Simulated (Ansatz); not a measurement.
Kick test of a cell of NaH

The cell was reached from a generator's guess, though it ends in a space group that the Crystallography Open Database lists for this formula.

These are results of DFT PBE, scalar-relativistic, plane waves, PAW in Ansatz, not measurements. Settings: cutoff 420 eV, Γ-centred mesh 8×8×8 on the computed 2-atom cell, Gaussian smearing of 0.02 eV; no spin polarisation.

The cell below (2 atoms, space group Fm-3m (No. 225)) is relaxed within its symmetry.

```
Na H
1.0
     0.00000    2.41510    2.41510
     2.41510    0.00000    2.41510
     2.41510    2.41510    0.00000
Na H
1 1
Direct
  0.00000 0.00000 0.00000
  0.50000 0.50000 0.50000
```

For the test a repeat of it with 4 atoms (edges 3.42, 3.42, 5.92 Å) was strained at random (σ = 1.5 % a component), the atoms were moved at random (σ = 0.10 Å), and all was relaxed again on a coarse 6×6×6 mesh (in the run’s order of axes) with 0.10 eV smearing, with no symmetry imposed.

Task: What happens?

Result: It returns, within 1 meV/atom of the unmoved cell on that mesh and with the same symmetry when read at 0.1 Å (I4mm at 0.01 Å, so small strains and shifts remain). No instability shows in this cell; modes of other wave vectors, which need another repeat, aren't tested.
